PBEsol gives cubic boron nitride an indirect gap of 4.28 eV, which is less than the 4.35 eV of LDA. That looks wrong, because PBEsol is a milder version of PBE, and PBE lies above LDA at 4.46 eV. The direct gap of the same calculation shows no such fault: there PBEsol falls between the two. Whatever disturbs this row therefore acts on one of the two gaps and spares the other.

Band gaps of cubic boron nitride (F-43m, 2-atom cell, conventional edge 3.626 Å in every row), from GPAW 26.7.0 with plane-wave PAW DFT. All runs use an 800 eV cutoff, a 13 × 13 × 13 k-point mesh and Fermi–Dirac smearing of 0.05 eV, without spin polarisation or spin–orbit coupling. The gaps are read from bands along a path of special k-points.

| functional | potentials | gap on path (eV) | direct gap on path (eV) |
| --- | --- | --- | --- |
| LDA | GPAW-PAW-data-sets-(gpaw-data-1.2.1) | 4.346 | 8.652 |
| PBE | GPAW-PAW-data-sets-(gpaw-data-1.2.1) | 4.460 | 8.787 |
| PBEsol | PAW-data-sets-made-by gpaw-setup-for-the-functional | 4.278 | 8.726 |
| revPBE | GPAW-PAW-data-sets-(gpaw-data-1.2.1) | 4.482 | 8.837 |
| RPBE | GPAW-PAW-data-sets-(gpaw-data-1.2.1) | 4.495 | 8.848 |
| BLYP | PAW-data-sets-made-by gpaw-setup-for-the-functional | 4.858 | 8.882 |
| r2SCAN | GPAW-PAW-data-sets-(gpaw-data-1.2.1) | 4.988 | 9.504 |

Both gaps start from the top of the valence band at Γ, the centre of the Brillouin zone. The direct gap on path ends at the empty level straight above it, and the gap on path ends at the lowest empty level, at the zone boundary point X. Three sizes are worth remembering. Adding density gradients to LDA, as PBE does, widens either gap by about a tenth of an eV, and going on to r2SCAN adds half an eV or more. Even so, all seven indirect gaps stay about 1 eV or more below the measured one, which is roughly 6 eV as recalled. Functionals of these kinds are known to give gaps that are too small.

A gap is a difference, so a change of functional alters it only as far as the two edge states feel the change differently. LDA and the gradient-corrected functionals (GGAs) each give all electrons one common potential. If that potential moves both edges by the same amount, the gap stays as it was. Small changes are therefore expected where the two states are alike, while larger ones become possible where they differ in character.

At Γ they are alike in one respect. The valence top and the empty level above it are both threefold levels, and the symmetry of the crystal keeps s orbitals out of them, so both are built mainly from p orbitals, though the lower level is expected to lie more on nitrogen and the upper one more on boron. The direct gap is accordingly orderly: the five GGAs lie within 0.16 eV of each other, above LDA and well below r2SCAN.

This order can be turned into an estimate for PBEsol. It has the same form as PBE, but the coefficient that sets the strength of the gradient term in exchange is about 0.12 instead of 0.22. To first order, PBEsol should then lie $0.12/0.22\approx0.55$ of the way from LDA to PBE. For the direct gap this gives

$$8.652+0.55\times(8.787-8.652)\approx8.73\ \text{eV},$$

and the calculation, which was not used in the estimate, also gives 8.73 eV. Taking the share from the correlation coefficient instead raises the estimate by only 0.02 eV.

The same step for the indirect gap gives 4.41 eV, and the computed value is 0.13 eV lower. The estimate applied one share to the whole step, but the step has two parts. PBE is built so that the gradient terms of exchange and correlation cancel where the density varies only weakly. PBEsol gives up this balance: it keeps about 0.55 of the exchange coefficient but 0.69 of the correlation coefficient. If the exchange term widens the indirect gap and the correlation term narrows it, PBEsol can fall below LDA. Within first order the two parts would have to be about 1 eV each and of opposite sign. The direct gap would be spared if its two p-like states feel the correlation term nearly alike. The table cannot test this, so the lost balance is the expected cause and not a proven one.

The other GGAs fit this picture. revPBE and RPBE change only the exchange of PBE, keep its balance at weak gradients, and move the indirect gap by less than 0.04 eV. PBEsol and BLYP, the two irregular rows, are the only GGAs here with a different correlation, though both change the exchange at weak gradients as well. They are also the only rows whose data sets were generated separately instead of coming from GPAW's standard package, so the description of the atomic cores remains a second suspect.

BLYP departs in the other direction and shows which states are sensitive. Compared with PBE, its direct gap grows by only 0.10 eV, but its indirect gap grows by 0.40 eV. At Γ there is also a single empty level that symmetry allows to contain s orbitals, and measured from the valence top it rises by 0.31 eV. At X, the lowest empty state may mix s orbitals of one atom with p orbitals of the other, so it should share in this rise. The levels between Γ and X support this. About three fifths of the way to X, the lowest empty level, which may contain s orbitals, rises by 0.30 eV from the valence top, while a twofold empty level that symmetry keeps free of them rises by only 0.01 eV.

The hydrogen atom suggests why s character may matter. Its 2s electron reaches the nucleus and its 2p electron does not, so a small change of the potential close to the nucleus shifts 2s and hardly touches 2p. In boron nitride, both the functional and the core data set can change the potential there. The analogy gives neither the sign nor the size of the shift. In BLYP the state at X rises even more than the s-like level at Γ, so closeness to the nucleus may not be the whole story. A PBE calculation with separately generated data sets would show how far a change of data sets alone can move the gap.

r2SCAN stands apart for a different reason. It also uses the kinetic-energy density, which is built from the orbitals, so its potential is no longer a plain function of position: part of it acts on the slope of each orbital. In standard theory this usually widens gaps. Here the direct gap grows by 0.72 eV over PBE and the indirect gap by 0.53 eV. These sizes carry an error that the table does not measure, because GPAW by default describes the cores in r2SCAN runs with data sets made for PBE.

To guess how another functional will move a gap, ask first whether its potential is a plain function of position, as in LDA and the GGAs. If it is, ask whether the functional shifts the balance between exchange and correlation, and whether the two edge states differ in character. A difference in character alone is not enough: from LDA to PBE the two gaps here grow by nearly the same amount. The guess holds for a fixed crystal, as here; at each functional's own lattice constant the gaps would differ. The output below gives the PBEsol estimates, made from the LDA and PBE rows alone, and the level shifts of BLYP.

Printed output of the fit:

```
Changes from PBE in eV:
     row  indirect gap change  direct gap change  direct less indirect
     LDA               -0.114             -0.135                 4.306
     PBE                    0                  0                 4.327
  PBEsol               -0.182             -0.061                 4.448
  revPBE                0.022               0.05                 4.355
    RPBE                0.035              0.061                 4.353
    BLYP                0.398              0.095                 4.024
  r2SCAN                0.528              0.717                 4.516
Spread of the five GGAs in the direct gap (eV): 0.156
Spread of the five GGAs in the indirect gap (eV): 0.58
Direct gap, r2SCAN less highest GGA (eV): 0.622
Indirect gap, r2SCAN less BLYP (eV): 0.13
Indirect gap, PBEsol less LDA (eV): -0.068
Share of the way from LDA to PBE by exchange coefficient: 0.5455
Share of the way from LDA to PBE by correlation coefficient: 0.6866
PBEsol direct gap estimated with exchange share (eV): 8.726
PBEsol direct gap estimated with correlation share (eV): 8.745
PBEsol indirect gap estimated with exchange share (eV): 4.408
PBEsol indirect gap estimated with correlation share (eV): 4.424
PBEsol indirect gap, computed less exchange-share estimate (eV): -0.1302
Correlation part of the LDA to PBE change needed to explain PBEsol (eV): -0.9225
Exchange part needed at the same time (eV): 1.037
PBEsol pressure estimated with exchange share (GPa): -7.909
PBEsol pressure computed (GPa): -7.53
BLYP less PBE, empty triplet at Gamma (eV): 0.095
BLYP less PBE, empty singlet at Gamma (eV): 0.3059
BLYP less PBE, lowest valence singlet at Gamma (eV): 0.2016
BLYP less PBE, indirect gap to X (eV): 0.398
Shift at X over shift of the empty singlet at Gamma: 1.301
Rough shortfall of LDA against a recalled 6 eV (eV): 1.654
Rough shortfall of r2SCAN against a recalled 6 eV (eV): 1.012
```
